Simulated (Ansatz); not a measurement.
HfSi2: strain energy, fitted

HfSi2, Cmcm, a = 3.683 Å, b = 14.592 Å, c = 3.660 Å. The structure is a COD entry; whether it is the stable form wasn't checked. Ansatz: PBE, PAW, 420 eV, Γ-centred 10×4×10 mesh on 12 atoms, Gaussian smearing 0.10 eV; no spin polarisation. Series: biaxial strain in the a-b plane, c and atoms relaxed; x is the strain in per cent. y is the free energy over the unstrained cell, V0 = 16.388 Å³/atom.

| x (%) | y (meV/atom) |
| --- | --- |
| -3.0 | ? |
| -2.0 | 10.11 |
| -1.0 | 2.43 |
| 0.0 | 0.00 |
| 1.0 | 2.37 |
| 2.0 | 9.07 |
| 3.0 | 19.87 |

Task: Fit y = c2 x² + c3 x³ to the other rows, turn c2 into a modulus, and predict the missing energy.

Result: Least squares on the rows shown. y = 2.3986 x² − 0.063731 x³. In eV per unit strain² c2 is 23.99; M is the biaxial modulus (E = M V0 ε²): 23.99 × 160.2 / (16.388) = 234 GPa. At x = -3.0 the fit asked for gives 23.31 meV/atom. The run gave 23.12 meV/atom, so the fit is 0.19 meV/atom too high, 0.82 % of the span of the series, against an rms of 0.02 meV/atom on the fitted rows. The row lies outside the fitted range. With a term in x⁴ added, a fit to the same known rows predicts 23.34 meV/atom, no real gain.

Spin–orbit coupling is left out, which can shift energies with elements as heavy as these.